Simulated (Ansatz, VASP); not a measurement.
**Cross-check of GaN between VASP and Ansatz**

Aim: how closely do two programs agree when they are given the same cell, functional and k mesh? The cell is taken from a series of VASP runs on this material, whose earlier steps may have relaxed, scaled or displaced it; both programs get it as it stands. Other levels of theory on this material are compared in a session of their own.

Main program and level: Ansatz 0.2.0; plane waves, with VASP 6.6.1 beside it; band structure at r2SCAN, band structure at r2SCAN, spin-orbit coupling and single point at LDA.

### 1. Set-up

Symmetry: P6_3mc, No. 186, hexagonal system. Conventional cell: a = 3.197 Å, b = 3.197 Å, c = 5.207 Å, α = 90.00°, β = 90.00°, γ = 120.00°. Ga has 4 N at 1.95 to 1.96 Å nearest. N has 4 Ga at 1.95 to 1.96 Å nearest. Farther neighbours and most contacts between anions are not listed.

### 2. VASP: band structure, r2SCAN

Levels along a path test the potential and the projectors away from the mesh points.

Lines of VASP's logs that name or quote its potential files are left out, and so is its time.

The input, INCAR:

```
SYSTEM = GaN
PREC = Accurate
ENCUT = 460
EDIFF = 1E-06
NELM = 100
ISMEAR = 0
SIGMA = 0.03
LREAL = .FALSE.
ALGO = Normal
METAGGA = R2SCAN
LASPH = .TRUE.
NBANDS = 32
LORBIT = 11
LWAVE = .FALSE.
LCHARG = .FALSE.
KPAR = 8
```

The input, POSCAR:

```
GaN
1.0
    3.1972000000      0.0000000000      0.0000000000
   -1.5986000000      2.7688564210      0.0000000000
    0.0000000000      0.0000000000      5.2070000000
Ga N
2 2
Direct
    0.3333333333      0.6666666667      0.0916875968
    0.6666666667      0.3333333333      0.5916875968
    0.3333333333      0.6666666667      0.4683124032
    0.6666666667      0.3333333333      0.9683124032
```

The input, KPOINTS:

```
Automatic mesh
0
Gamma
8 8 4
0 0 0
```

The input, KPOINTS_OPT:

```
Line mode
10
Line-mode
Reciprocal
  0.00000000   0.00000000   0.00000000 GAMMA
  0.50000000   0.00000000   0.00000000 M

  0.50000000   0.00000000   0.00000000 M
  0.33333333   0.33333333   0.00000000 K

  0.33333333   0.33333333   0.00000000 K
  0.00000000   0.00000000   0.00000000 GAMMA

  0.00000000   0.00000000   0.00000000 GAMMA
  0.00000000   0.00000000   0.50000000 A

  0.00000000   0.00000000   0.50000000 A
  0.50000000   0.00000000   0.50000000 L

  0.50000000   0.00000000   0.50000000 L
  0.33333333   0.33333333   0.50000000 H

  0.33333333   0.33333333   0.50000000 H
  0.00000000   0.00000000   0.50000000 A

  0.50000000   0.00000000   0.50000000 L
  0.50000000   0.00000000   0.00000000 M

  0.33333333   0.33333333   0.00000000 K
  0.33333333   0.33333333   0.50000000 H
```

PAW data sets: Ga_d and N (PBE family, release 64).

Launch:

```console
$ mpirun -np 8 vasp_std
```

Numbers of over 12 decimals in the logs are rounded to 6 here.

The log of the run:

```text
[banner, memory and clock lines left out]
running    8 mpi-ranks, on    1 nodes
 distrk:  each k-point on    1 cores,    8 groups
 distr:  one band on    1 cores,    1 groups

 POSCAR found type information on POSCAR GaN
 POSCAR found :  2 types and       4 ions
|                                                                             |
|           W    W    AA    RRRRR   N    N  II  N    N   GGGG   !!!           |
|           W    W   A  A   R    R  NN   N  II  NN   N  G    G  !!!           |
|           W    W  A    A  R    R  N N  N  II  N N  N  G       !!!           |
|           W WW W  AAAAAA  RRRRR   N  N N  II  N  N N  G  GGG   !            |
|           WW  WW  A    A  R   R   N   NN  II  N   NN  G    G                |
|           W    W  A    A  R    R  N    N  II  N    N   GGGG   !!!           |
|                                                                             |
|     For optimal performance we recommend to set                             |
|       NCORE = 2 up to number-of-cores-per-socket                            |
|     NCORE specifies how many cores store one orbital (NPAR=cpu/NCORE).      |
|     This setting can greatly improve the performance of VASP for DFT.       |
|     The default, NCORE=1 might be grossly inefficient on modern             |
|     multi-core architectures or massively parallel machines. Do your        |
|     Unfortunately you need to use the default for GW and RPA                |
|     calculations (for HF NCORE is supported but not extensively tested      |
|     yet).                                                                   |
|                                                                             |

|                                                                             |
|               ----> ADVICE to this user running VASP <----                  |
|                                                                             |
|     You enforced a specific xc type in the INCAR file but a different       |
|     [... a line on the potential file left out ...]
|     I HOPE YOU KNOW WHAT YOU ARE DOING!                                     |
|                                                                             |

 LDA part: xc-table for (None), standard interpolation
 POSCAR, INCAR and KPOINTS ok, starting setup
 FFT: planning ... GRIDC
 FFT: planning ... GRID_SOFT
 FFT: planning ... GRID
 WAVECAR not read
 entering main loop
       N       E                     dE             d eps       ncg     rms          rms(c)
DAV:   1     0.267481024111E+03    0.26748E+03   -0.15336E+04  2376   0.197E+03
DAV:   2    -0.135545651203E+02   -0.28104E+03   -0.25740E+03  1952   0.482E+02
DAV:   3    -0.524312902936E+02   -0.38877E+02   -0.38298E+02  2248   0.125E+02
DAV:   4    -0.535971802090E+02   -0.11659E+01   -0.11647E+01  2216   0.245E+01
DAV:   5    -0.536163150366E+02   -0.19135E-01   -0.19134E-01  2312   0.312E+00    0.101E+01
DAV:   6    -0.436029997521E+02    0.10013E+02   -0.50285E+00  3128   0.403E+01    0.304E+00
DAV:   7    -0.437950328752E+02   -0.19203E+00   -0.14198E+00  2016   0.770E+00    0.265E+00
DAV:   8    -0.438156017509E+02   -0.20569E-01   -0.50704E-02  2888   0.373E+00    0.703E-01
DAV:   9    -0.438159518595E+02   -0.35011E-03   -0.24905E-02  2552   0.185E+00    0.164E-01
DAV:  10    -0.438160818845E+02   -0.13003E-03   -0.24293E-03  2528   0.363E-01    0.550E-02
DAV:  11    -0.438162338000E+02   -0.15192E-03   -0.23531E-04  2392   0.142E-01    0.187E-02
DAV:  12    -0.438162261835E+02    0.76164E-05   -0.46870E-05  2304   0.757E-02    0.101E-02
DAV:  13    -0.438162224590E+02    0.37246E-05   -0.58218E-06  2280   0.139E-02    0.104E-02
DAV:  14    -0.438162226977E+02   -0.23871E-06   -0.81123E-07  1664   0.822E-03
   1 F= -.43816223E+02 E0= -.43816223E+02  d E =-.636059E-19
 Start KPOINTS_OPT (optional k-point list driver)
k-point batch [1-30\90]
       N       E                     dE             ncg
DAV:   1     0.372632409865E+04   -0.24828E+05     2384
DAV:   2    -0.454826813207E+04   -0.82746E+04     1960
DAV:   3    -0.566873777885E+04   -0.11205E+04     2232
DAV:   4    -0.570149069325E+04   -0.32753E+02     2168
DAV:   5    -0.570198339434E+04   -0.49270E+00     2360
DAV:   6    -0.570200389071E+04   -0.20496E-01     2624
DAV:   7    -0.570200436772E+04   -0.47700E-03     2496
DAV:   8    -0.570200437673E+04   -0.90111E-05     1792
DAV:   9    -0.570200437712E+04   -0.39132E-06     1600
[...]
k-point batch [61-90\90]
       N       E                     dE             ncg
DAV:   1     0.378595145091E+04   -0.33887E+05     2360
DAV:   2    -0.458933204180E+04   -0.83753E+04     1944
DAV:   3    -0.575211247133E+04   -0.11628E+04     2256
DAV:   4    -0.578740284879E+04   -0.35290E+02     2272
DAV:   5    -0.578791203150E+04   -0.50918E+00     2248
DAV:   6    -0.578793170863E+04   -0.19677E-01     2744
DAV:   7    -0.578793216539E+04   -0.45676E-03     2392
DAV:   8    -0.578793217338E+04   -0.79947E-05     1904
DAV:   9    -0.578793217386E+04   -0.47765E-06     1456
```

From OUTCAR (step 2):

```text
ion  position               nearest neighbor table
   1  0.333  0.667  0.092-   4 1.95   4 1.95   4 1.95   3 1.96
   2  0.667  0.333  0.592-   3 1.95   3 1.95   3 1.95   4 1.96
   3  0.333  0.667  0.468-   2 1.95   2 1.95   2 1.95   1 1.96
   4  0.667  0.333  0.968-   1 1.95   1 1.95   1 1.95   2 1.96

  LATTYP: Found a hexagonal cell.
 ALAT       =     3.1972000000
 C/A-ratio  =     1.6286125360

 Subroutine GETGRP returns: Found 12 space group operations
 (whereof  6 operations were pure point group operations)

The static configuration has the point symmetry C_3v.
 The point group associated with its full space group is C_6v.

 Found     30 irreducible k-points:

   k-points           NKPTS =     30   k-points in BZ     NKDIM =     30   number of bands    NBANDS=     32

   dimension x,y,z NGX =    24 NGY =   24 NGZ =   36
   dimension x,y,z NGXF=    48 NGYF=   48 NGZF=   72

   ENCUT  =  460.0 eV  33.81 Ry    5.81 a.u.   5.59  5.59  9.11*2*pi/ulx,y,z

   NELECT =      36.0000    total number of electrons

 k-points in reciprocal lattice and weights: Automatic mesh
   0.00000000  0.00000000  0.00000000       0.004
   0.12500000  0.00000000  0.00000000       0.023
   0.25000000  0.00000000  0.00000000       0.023
   0.37500000  0.00000000  0.00000000       0.023
   0.50000000  0.00000000  0.00000000       0.012
   0.12500000  0.12500000  0.00000000       0.023
   0.25000000  0.12500000  0.00000000       0.047
   0.37500000  0.12500000  0.00000000       0.047
   0.25000000  0.25000000  0.00000000       0.023
[...]
0.25000000  0.25000000  0.50000000       0.023
   0.37500000  0.25000000  0.50000000       0.023

 average (electrostatic) potential at core
       1 -68.3812       2 -68.3812       3 -65.0389       4 -65.0389

 E-fermi :   5.1366

 k-point     1 :       0.0000    0.0000    0.0000
  band No.  band energies     occupation
    ...
     14       3.9095      2.00000
     15       3.9095      2.00000
     16       4.9215      2.00000
     17       4.9584      2.00000
     18       4.9584      2.00000
     19       7.2079      0.00000
     20       9.6827      0.00000
     21      14.8425      0.00000
     22      15.4670      0.00000
     23      15.4671      0.00000
    ...

 k-point     2 :       0.1250    0.0000    0.0000
  band No.  band energies     occupation
    ...
     14       2.8513      2.00000
     15       3.5939      2.00000
     16       3.7981      2.00000
     17       4.7638      2.00000
     18       4.8179      2.00000
     19       8.2652      0.00000
     20      10.5597      0.00000
     21      14.1968      0.00000
     22      14.7286      0.00000
     23      15.8597      0.00000
    ...

 k-point     3 :       0.2500    0.0000    0.0000
  band No.  band energies     occupation
    ...
     14       0.9298      2.00000
     15       2.0453      2.00000
     16       2.9437      2.00000
     17       4.2472      2.00000
     18       4.4552      2.00000
     19       9.6585      0.00000
     20      11.4033      0.00000
     21      12.8697      0.00000
     22      14.0922      0.00000
     23      15.7961      0.00000
    ...

  Total       -0.6649919     -0.6649919     -0.6568721      0.0000000      0.0000000      0.0000000
  in kB      -23.1136828    -23.1136828    -22.8314546      0.0000000      0.0000000      0.0000000
  external PRESSURE =     -23.0196067 kB  Pullay stress =       0.0000000 kB

  energy-cutoff  :      460.00
  volume of cell :       46.10
      direct lattice vectors                 reciprocal lattice vectors
     3.197200000  0.000000000  0.000000000     0.312773677  0.180579967  0.000000000
    -1.598600000  2.768856421  0.000000000     0.000000000  0.361159933  0.000000000
     0.000000000  0.000000000  5.207000000     0.000000000  0.000000000  0.192049165

 POSITION                                       TOTAL-FORCE (eV/Angst)
 -----------------------------------------------------------------------------------
     -0.00000      1.84590      0.47742         0.000000      0.000000     -0.004534
      1.59860      0.92295      3.08092        -0.000000      0.000000     -0.004534
     -0.00000      1.84590      2.43850         0.000000      0.000000      0.004534
      1.59860      0.92295      5.04200         0.000000     -0.000000      0.004534
 -----------------------------------------------------------------------------------
    total drift:                                0.000002      0.000004      0.024457

  FREE ENERGIE OF THE ION-ELECTRON SYSTEM (eV)
  ---------------------------------------------------
  free  energy   TOTEN  =       -43.8162226977 eV

  energy  without entropy=      -43.8162226977  energy(sigma->0) =      -43.81622270

 total charge
# of ion       s       p       d       tot
------------------------------------------
    1        0.752   0.866  10.186  11.804
    2        0.752   0.866  10.186  11.804
    3        1.236   2.521   0.000   3.757
    4        1.236   2.521   0.000   3.757
--------------------------------------------------
tot          3.977   6.774  20.372  31.123

[... 3 further parts left out ...]
```

The run ends at a pressure of -2.30 GPa, with forces up to 0.0045 eV/Å.

### 3. Ansatz: band structure, r2SCAN

Ansatz runs on its default PAW (the set named soft_2) files.

The same cell, functional, mesh and smearing now go to Ansatz, which takes its cutoff from its data sets.

The input, input.yaml:

```yaml
crystal:
  lattice:
    - [3.1972, 0.0, 0.0]
    - [-1.5986, 2.768856421, 0.0]
    - [0.0, 0.0, 5.207]
  atoms:
    - { symbol: Ga, position: [0.3333333333, 0.6666666667, 0.0916875968] }
    - { symbol: Ga, position: [0.6666666667, 0.3333333333, 0.5916875968] }
    - { symbol: "N", position: [0.3333333333, 0.6666666667, 0.4683124032] }
    - { symbol: "N", position: [0.6666666667, 0.3333333333, 0.9683124032] }
hamiltonian:
  xc: r2scan
  pseudopotentials: { kind: paw }
kpoints:
  mp_grid: { grid: [8, 8, 4] }
  band_path:
    path:
      - [0.0, 0.0, 0.0]
      - [0.16667, 0.0, 0.0]
      - [0.33333, 0.0, 0.0]
      - [0.5, 0.0, 0.0]
      - [0.46296, 0.07407, 0.0]
      - [0.40741, 0.18519, 0.0]
      - [0.35185, 0.2963, 0.0]
      - [0.2963, 0.2963, 0.0]
      - [0.18519, 0.18519, 0.0]
      - [0.07407, 0.07407, 0.0]
      - [0.0, 0.0, 0.0]
      - [0.0, 0.0, 0.16667]
      - [0.0, 0.0, 0.33333]
      - [0.0, 0.0, 0.5]
      - [0.11111, 0.0, 0.5]
      - [0.33333, 0.0, 0.5]
      - [0.5, 0.0, 0.5]
      - [0.46296, 0.07407, 0.5]
      - [0.40741, 0.18519, 0.5]
      - [0.35185, 0.2963, 0.5]
      - [0.2963, 0.2963, 0.5]
      - [0.18519, 0.18519, 0.5]
      - [0.07407, 0.07407, 0.5]
      - [0.5, 0.0, 0.5]
      - [0.5, 0.0, 0.33333]
      - [0.5, 0.0, 0.16667]
      - [0.5, 0.0, 0.0]
      - [0.33333, 0.33333, 0.11111]
      - [0.33333, 0.33333, 0.27778]
      - [0.33333, 0.33333, 0.5]
    npoints: 1
scf:
  occupations: { method: gaussian, width: 0.03 }
  n_extra_bands: 8
output:
  forces: true
  stress: true
  eigenvalues: true
  write_density: true
  write_potential: true
  elf: true
  volumetric_format: npy
```

Launch:

```console
$ ansatz run input.yaml --threads 2 --pin off --max-ram 4608MiB --backend cpu --events-out ev --progress --plain --runs-dir out
```

The log of the run:

```text
scf.n_extra_bands = 8 over 18 filled bands (N_el = 36.0): the run solves 26 bands
Engine: ansatz 0.2.0, aarch64-unknown-linux-gnu
Pseudopotentials: kind: paw
Pseudopotential: Ga, paw, valence charge 13, recommended cutoff 500 eV (meta_gga), Ga.paw.azcp
Pseudopotential: N, paw, valence charge 5, recommended cutoff 500 eV (meta_gga), N.paw.azcp
Functional definition: r2SCAN
  parameter k0 = 0.174
  parameter k1 = 0.065
  parameter a1 = 4.9479
  exchange = r2scan_x(k0 = k0, k1 = k1, a1 = a1)
  correlation = r2scan_c
Crystal: 4 atoms, lattice volume = 46.095 Å³
Basis set: ecut = 500 eV, 1141 PW (Γ), exchange–correlation on 96×96×160 points (64 copies of the dense FFT grid, shifted against one another)
Bands: 26, of which v1, the nominal top of the filled ones, is band 18 counted from 1 (17 counted from 0)
Symmetry: 12 space group operations
Space group: P63mc (ITA 186), of the structure as read, at distance tolerance 3.6e-5 Å
k-points: 30 of 256 (time reversal used)
Non-local potential: Ga, projectors of the file, l = 0: 2, l = 1: 2, l = 2: 3, l = 3: 1
Non-local potential: N, projectors of the file, l = 0: 2, l = 1: 2, l = 2: 1
PAW form: soft (Blöchl's): semilocal exchange-correlation on the pseudo side does not see the compensation charge
PAW frozen core: Ga, regenerated for the run's functional (the file was generated under x = pbe(κ = 0.804, μ = 0.219515), c = pbe(β = 0.066725))
PAW frozen core: N, regenerated for the run's functional (the file was generated under x = pbe(κ = 0.804, μ = 0.219515), c = pbe(β = 0.066725))
PAW one-centre angular grid: Ga, 590 points (default); XC on 160 Gauss nodes
PAW one-centre angular grid: N, 302 points (default); XC on 160 Gauss nodes
Initial density: superposition of atomic densities (neutral atoms: chi_scale 0, normalization atom), corrected by the library's trained network
Initial wavefunctions: pseudopotential atomic-orbital guess
Functional: x = r2scan, c = r2scan; τ floored in thin density (d = 2e-4 eV/Å³)
SCF iter   1: F=—  HF=-8352.708645 eV  |F-HF|=—  |Δ(HF+E_count)|=         —  Δρ=1.24e-2  dr2=2.66e-2  dr2_τ=1.84e-1  ethr=1.77e-3  ⟨swp⟩=5.4  Hψ=3161  notcnv=0  defer=13
preconditioner: auto → Resta (q_TF=auto, 2.618 Å⁻¹)  ε∞=3.7  [insulator: Δε(μ)=2.218 eV  Ē_g=19.848 eV  σ=0.030 eV  W_gap=1.00  n_scr=22 (ndim 8)  ℏωp=32.8 eV  f_vac=0.010  D(μ)=0.00/eV (n_scr^D=0)  ε∞_Penn≈3.7]
SCF iter   2: F=—  HF=-8352.769449 eV  |F-HF|=—  |Δ(HF+E_count)|=   6.08e-2  Δρ=5.73e-3  dr2=9.18e-3  dr2_τ=3.06e-4  ethr=7.40e-5  ⟨swp⟩=2.1  Hψ=1724  notcnv=0  defer=81
SCF iter   3: F=—  HF=-8352.768973 eV  |F-HF|=—  |Δ(HF+E_count)|=   4.76e-4  Δρ=3.60e-3  dr2=2.46e-3  dr2_τ=9.13e-5  ethr=2.55e-5  ⟨swp⟩=3.0  Hψ=1334  notcnv=0  defer=81
SCF iter   4: F=—  HF=-8352.769017 eV  |F-HF|=—  |Δ(HF+E_count)|=   4.35e-5  Δρ=2.68e-4  dr2=1.87e-5  dr2_τ=1.07e-5  ethr=6.84e-6  ⟨swp⟩=2.2  Hψ=1004  notcnv=0  defer=81
SCF iter   5: F=—  HF=-8352.769035 eV  |F-HF|=—  |Δ(HF+E_count)|=   1.85e-5  Δρ=1.35e-4  dr2=3.86e-6  dr2_τ=4.76e-7  ethr=5.19e-8  ⟨swp⟩=2.0  Hψ=1226  notcnv=0  defer=81
SCF iter   6: F=—  HF=-8352.769040 eV  |F-HF|=—  |Δ(HF+E_count)|=   4.63e-6  Δρ=4.67e-5  dr2=1.01e-6  dr2_τ=4.59e-8  ethr=1.07e-8  ⟨swp⟩=2.7  Hψ=1239  notcnv=0  defer=81
SCF iter   7: F=-8352.769040 eV  HF=-8352.769040 eV  |F-HF|=5.71e-8  |Δ(HF+E_count)|=   1.22e-7  Δρ=1.45e-5  dr2=9.41e-8  dr2_τ=7.81e-9  ethr=2.78e-10  ⟨swp⟩=10.0  Hψ=5136  notcnv=0
SCF 1 converged in 7 iterations: F = -8352.769040 eV  dr2 = 9.41e-8
  greatest PAW one-centre occupation: 0.995 electrons in one spin orbital (limit 2), on the Ga atom at site 1 (counted from 0), in its partial waves of l = 2
NSCF: frozen V_eff on 30 k-points
SCF converged after 7 iterations
Free energy (F): -8352.769040 eV
Harris-Foulkes:  -8352.769040 eV  (|F-HF|=5.71e-8)
Internal energy: -8352.769040 eV  (E = F + TS)
E sigma→0 (E₀):  -8352.769040 eV
Fermi energy:    10.414264 eV
--- Per-component energies (eV) ---
  E_band       = -36.143096
  E_kinetic    = 493.223501
  E_local      = -3924.854619  (includes V_loc(G=0)·N_el)
  E_nonlocal   = 952.894202
  E_hartree    = 1809.370092
  E_xc         = -243.111860
  E_vxc        = -286.663659  (∫ρ·V_xc dr)
  E_paw        = -4274.851825  (= ΣΔE_a)
  E_vpaw       = -905.151483  (= ΣTr[D̂ρ^β])
  E_aug_tail   = -0.000050  (compensation charges beyond the density's cutoff)
  E_vtau       = 15.662538  (kinetic-family band-sum trace: ∫τ·v_τ [+ j·A + Jᵃ·Aᵃ] dr)
  E_ewald      = -3164.073212
  E_core_change = -1.365269  (= ΣΔE_core)
  E_smearing   = -0.000000  (= −TS)
  E_closure    = 0.000000  (closes the sum)
  Σ components = -8352.769040   (vs F -8352.769040, Δ=0.00e0)
--- Forces (eV/Å), atoms counted from 1 ---
  atom   1  Ga     0.00000000    -0.00000000    -0.01048989
  atom   2  Ga     0.00000000     0.00000000    -0.01048989
  atom   3  N     -0.00000000    -0.00000000     0.01050099
  atom   4  N      0.00000000     0.00000000     0.01050099
  max |Σ_I F_I| component: 2.22e-5 eV/Å
--- Stress (GPa, compression-positive) ---
       -2.574496       0.000000      -0.000000
       -0.000000      -2.574496      -0.000000
        0.000000       0.000000      -2.522372
  P = ⅓ Tr σ = -2.5571 GPa (-25.571 kbar)
--- Band table (eV; the first three rows and the last of 30) ---
  k-point 0: bands = [... 14 lower, 8.2349, 9.2486, 9.2860, 9.2860, 11.5422, 14.0299, 19.1721, 19.8046, ... 4 higher]
  k-point 1: bands = [... 14 lower, 8.3823, 8.3823, 9.1257, 9.1257, 12.7595, 14.1311, 18.7557, 19.4830, ... 4 higher]
  k-point 2: bands = [... 14 lower, 8.7475, 8.7475, 8.7475, 8.7475, 13.9751, 13.9751, 18.4054, 18.4054, ... 4 higher]
  k-point 29: bands = [... 14 lower, 5.3469, 5.3469, 7.7511, 7.7511, 15.8282, 15.8282, 17.5564, 17.5564, ... 4 higher]
```

The job ended after 15 s (2 threads of Arm Neoverse V1, shared host; peak memory 0.43 GiB; 15 s of CPU time).

(Part 1 of 2 ends here.)

[Lines on the potential files, build, host, timing and source positions are cut from VASP's logs without a mark.]

[Logs are printed without paths, hosts, clocks, repeated set-up lines and the standing remarks that a program may print on its own settings, such as how far it seeks lower states.]

[Hosts, paths, dates, database ids (printed as entryN), source tags and the programs' standing remarks are cut or masked in the printed files.]
